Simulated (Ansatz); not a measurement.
Compressing CoO: a fit and a missing row

CoO, R-3m, a = 3.091 Å, c = 6.895 Å. This isn't the usual stable structure of the compound. Ansatz: PBE, PAW, 420 eV, Γ-centred 18×18×18 mesh on 2 atoms, Gaussian smearing 0.10 eV; collinear spin, largest moment 2.5 μB. Shape and atoms are relaxed at each volume; pressure is positive in compression.

| V (Å³/atom) | P (GPa) |
| --- | --- |
| 8.366 | ? |
| 8.652 | 16.83 |
| 8.937 | 10.52 |
| 9.222 | 4.95 |
| 9.507 | 0.00 |
| 9.792 | -4.41 |
| 10.078 | -8.54 |
| 10.458 | -13.34 |

Question: Take V0 = 9.507 Å³/atom, fit the third-order Birch–Murnaghan form to the other rows, and predict the missing pressure.

Answer: With the Eulerian strain f = ½[(V0/V)^(2/3) − 1] and y = P/[3f(1 + 2f)^(5/2)], the form is the line y = B0 + 1.5 B0 (B0′ − 4) f. Rows (f, y): 0.03242, 147.9; 0.02104, 150.3; 0.01025, 153.0; -0.00975, 158.4; -0.01907, 164.5; -0.03079, 169.3. Means f = 0.0006833, y = 157.23; Σ(Δf)² = 0.003003, ΣΔfΔy = -1.013; the slope is their ratio. y = 157.5 − 337.5 f GPa, so B0 = 157.5 GPa and B0′ = 4 + 2 × (-337.5)/(3 × 157.5) = 2.57. At V = 8.366, f = 0.04449, y = 142.48 and P = 23.53 GPa. The run gave 24.61 GPa, so the fit is 1.08 GPa too low, 2.8 % of the span of the series, against an rms of 0.08 GPa on the fitted rows. The row lies outside the fitted range. The points of y bend away from a line: a fourth-order term fitted to them gives P = 24.27 GPa at this row's volume (the line 23.53, the run 24.61). The records add, with no proof that it causes the miss: the largest moment runs from 2.08 to 2.56 μB along the series.

The largest moment runs from 2.08 to 2.56 μB along the series, so B0 and B0′ hold the change of the moment too.

The cell holds one magnetic atom, so it can only be ferromagnetic; an antiferromagnetic order may lie lower.